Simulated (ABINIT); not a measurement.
GaSb, 2 atoms in the cell. Symmetry: F-43m, No. 216, cubic system. The conventional cell has a = 6.118 Å, b = 6.118 Å, c = 6.118 Å, α = 90.00°, β = 90.00°, γ = 90.00°. Sb (site symmetry -43m) has 4 Ga at 2.65 Å as nearest neighbours. Around Ga (site symmetry -43m) lie 4 Sb at 2.65 Å. 

```yaml
Program: ABINIT 10.8.3 (patched build)
Task: single point
Functional: r2SCAN
Potentials_or_basis: JTH PAW PBE v2.0
Cutoff: 544 eV
k_mesh: 5 × 5 × 5
Occupations: fermi-dirac, width 0.05 eV
Spin: no spin polarisation
Fine-grid_cutoff: 1088.46 eV
```

Potentials or basis: JTH PAW PBE v2.0.

Command:

```bash
$ abinit run.abi > log 2>&1
```

Hardware: 1 thread of Arm Neoverse V1 (shared host).

Task: How long does it take, and how much memory?

Result: Wall time 48 s on 1 thread of Arm Neoverse V1, with other jobs on the host, peak memory 0.14 GiB. Counts: scf iterations 10, k points 10, bands 18, plane waves 1661.
